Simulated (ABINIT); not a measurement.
Here is an ABINIT 10.8.3 (patched build) calculation.

The input run.abi:

```
# Datasets: ground state, then fixed potential
ndtset 2

# Pseudopotentials
pp_dirpath "./"
pseudos "Zn.LDA_PW-JTH.xml, O.LDA_PW-JTH.xml"

# Structure
acell 3*1.0
rprim
     6.1403022146     0.0000000000     0.0000000000
    -3.0701511073     5.3176577047     0.0000000000
     0.0000000000     0.0000000000     9.8373642945
ntypat 2
znucl 30 8
natom 4
typat 1 1 2 2
xred
     0.6666666667     0.3333333333     0.0000000000
     0.3333333333     0.6666666667     0.5000000000
     0.3333333333     0.6666666667     0.8790100000
     0.6666666667     0.3333333333     0.3790100000

# Plane-wave basis
ecut 23.0
pawecutdg 45.0

# Exchange and correlation
ixc -1007

# Bands and occupations
occopt 3
tsmear 0.00183747

# SCF cycle
nstep 100

# Output
iomode 3
prtwf 0
prteig 0
prtebands 0
enunit 2
prtden1 1

# Dataset 1
kptopt1 1
ngkpt1 9 9 5
nshiftk1 1
shiftk1 0.0 0.0 0.0
nband1 22
tolvrs1 1.0e-9

# Dataset 2: bands along G-M-K-G-A-L-H-A
iscf2 -2
getden2 1
nband2 26
nbdbuf2 2
tolwfr2 1.0e-12
kptopt2 -7
ndivsm2 6
prteig2 1
prtvol2 -3
kptbounds2
     0.0000000000     0.0000000000     0.0000000000
     0.5000000000     0.0000000000     0.0000000000
     0.3333333333     0.3333333333     0.0000000000
     0.0000000000     0.0000000000     0.0000000000
     0.0000000000     0.0000000000     0.5000000000
     0.5000000000     0.0000000000     0.5000000000
     0.3333333333     0.3333333333     0.5000000000
     0.0000000000     0.0000000000     0.5000000000
```

Potentials or basis: JTH PAW LDA v2.0.

The run is started by

```sh
$ abinit run.abi > log 2>&1
```

Task: Predict the pressure.

Result: -7.8 GPa.

Task: Estimate the band gap on the k mesh.

Result: 0.73 eV, direct.

Stress tensor (GPa, compression positive):
```
-8.39  0.00  0.00
 0.00 -8.39  0.00
 0.00  0.00 -6.64
```

**Experimental background.**

From “Electronic structure of alkaline earth and post-transition metal oxides”, 2009, arxiv:0908.1581, for a bulk crystal of ZnO: band gap 3.37 eV.

A measured gap of ZnO is 3.37 eV (quoted in “Electronic structure of alkaline earth and post-transition metal oxides”, 2009, arxiv:0908.1581); the calculated 0.73 eV misses it by -2.64 eV. So large a miss can be the level of theory's own, or it may mean another phase, state or a wrong row. The value is that of LDA-VWN, without temperature or zero-point motion. Semilocal functionals fall short of measured gaps as a rule.
